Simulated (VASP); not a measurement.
# Tl under changes of volume

One of the cells (29.146 Å³/atom); the others are scaled copies at fixed shape and fractional positions:

```xyz
2
Lattice="3.4789 0.0000 0.0000 -1.7394 3.0128 0.0000 0.0000 0.0000 5.5616" Properties=species:S:1:pos:R:3 pbc="T T T"
Tl    1.7394    1.0043    4.1712
Tl    0.0000    2.0085    1.3904
```

```yaml
Program: VASP 6.6.1
Functional: PBE
Potentials_or_basis: VASP PAW PBE potentials, release 64 (Tl_d)
Cutoff: 520 eV
k_mesh: 9 × 9 × 5
Occupations: fermi-dirac, width 0.05 eV
Spin: no spin polarisation
```

```csv
volume (Å³/atom),energy over the lowest point (meV/atom),pressure (GPa)
26.860,77.29,6.5
27.432,55.86,5.3
28.003,38.37,4.3
29.146,?,?
29.718,5.54,1.8
30.289,0.00,1.2
```

Problem. What does the run at 29.146 Å³/atom give?

Solution. Energy over the lowest point 13.59 meV/atom; pressure 2.5 GPa.

Worked out: A Birch-Murnaghan fit of order 3 (a polynomial in V^(-2/3)) to the other rows has no minimum within the range. It gives 13.58 meV/atom at 29.146 Å³/atom, against the run's 13.59, and -dE/dV = 2.6 GPa, against 2.5.

Energies are extrapolated to zero smearing.
